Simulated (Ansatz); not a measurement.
The cell is a 2-atom cell of CsCl (Pm-3m) from a materials database; cell and atoms were relaxed with r2SCAN. It is cubic, Pm-3m (No. 221); a = 4.137 Å in the conventional setting, 35.40 Å³ an atom. Around Cs lie 8 Cl at 3.58 Å; around Cl lie 8 Cs at 3.58 Å.

3 runs of Ansatz 0.2.0 on this cell differ in the functional (and in the settings that go with it). Levels are in eV from each run's valence top; v1 is the last filled band, c1 the first empty one.

Run A, mean stress +0.2 GPa (compression positive):
```
point     v4     v3     v2     v1     c1     c2
    Γ  -6.13   0.00   0.00   0.00   8.12   8.29
    X  -5.96  -1.25  -0.25  -0.25   9.41  10.65
    M  -5.87  -0.47  -0.47  -0.07   8.87   8.95
    R  -6.69  -1.18  -1.18  -1.18  11.63  11.63
```

Run B, mean stress 0.0 GPa (compression positive):
```
point     v4     v3     v2     v1    c1    c2
    Γ  -6.01   0.00   0.00   0.00  5.91  5.91
    X  -5.87  -1.13  -0.22  -0.22  6.95  8.27
    M  -5.78  -0.43  -0.43  -0.06  6.56  6.65
    R  -6.53  -1.07  -1.07  -1.07  9.15  9.15
```

Run C, mean stress +0.8 GPa (compression positive):
```
point     v4     v3     v2     v1    c1    c2
    Γ  -5.87   0.00   0.00   0.00  5.23  5.41
    X  -5.73  -1.14  -0.22  -0.22  6.42  7.57
    M  -5.65  -0.42  -0.42  -0.05  5.95  6.02
    R  -6.39  -1.06  -1.06  -1.06  8.46  8.46
```

Q: Match the runs to PBE, r2SCAN, DDH-PBE0.

A: A is DDH-PBE0, B is r2SCAN, C is PBE. In order of the gap: PBE 5.23, r2SCAN 5.91, DDH-PBE0 8.12 eV.

No spin polarisation and no zero-point or thermal motion.

The runs are scalar-relativistic, without spin-orbit coupling.

The stress of a hybrid is loosely converged in these runs.

The meshes of the hybrids are coarse, so their gaps aren't converged to the digits shown.
